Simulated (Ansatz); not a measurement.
# Sn: the cost of one run

Method: DFT r2SCAN, scalar-relativistic, plane waves, PAW, in Ansatz 0.2.0.

The COD cell was measured well above room temperature, so it is larger than a cold one.

4 further runs of the same task are left out: 1 that didn't finish, 3 set aside as unsound or not needed.

## 1. Starting point

The structure is cubic, space group Im-3m (No. 229). The conventional cell has a = 4.810 Å, b = 4.810 Å, c = 4.810 Å, α = 90.00°, β = 90.00°, γ = 90.00°. Sr (site symmetry m-3m) is surrounded by 8 Sr at 4.17 Å.

As a file:

```cif
data_structure
_symmetry_space_group_name_H-M 'P 1'
_symmetry_Int_Tables_number 1
_cell_length_a 4.1652
_cell_length_b 4.1652
_cell_length_c 4.1652
_cell_angle_alpha 109.471
_cell_angle_beta 109.471
_cell_angle_gamma 109.471
_cell_volume 55.63
loop_
_atom_site_label
_atom_site_type_symbol
_atom_site_fract_x
_atom_site_fract_y
_atom_site_fract_z
_atom_site_occupancy
Sr1 Sr 0.00000 0.00000 0.00000 1
```

It is the result of an earlier relaxation at this level (volume 55.63 Å³/atom; gap on the mesh: none (metal)).

## 2. Swap Sr → Sn

Sn starts from the relaxed positions of Sr, with all lengths scaled by 0.791, a guess from tabulated radii.

## 3. Probe: one point at the start (Sn)

The input, input.yaml:

```yaml
crystal:
  lattice:
    - [-1.9011479258, 1.9011479258, 1.9011479258]
    - [1.9011479258, -1.9011479258, 1.9011479258]
    - [1.9011479258, 1.9011479258, -1.9011479258]
  atoms:
    - { symbol: Sn, position: [0.0, 0.0, 0.0] }
basis:
  ecutwfc: 500
kpoints:
  mp_grid: { grid: [6, 6, 6] }
hamiltonian:
  xc: r2scan
scf:
  occupations: { method: gaussian, width: 0.1 }
output:
  forces: true
  stress: true
  eigenvalues: true
```

Launch:

```console
> ansatz run input.yaml --threads 1 --pin off --max-ram 1331MiB --backend cpu --events-out ev --progress --plain --runs-dir out
```

**Question.** How long does this run take on 1 thread of Arm Neoverse N1, shared host, and how much memory does it need?

About 2.3 s, with a peak of 0.32 GiB.
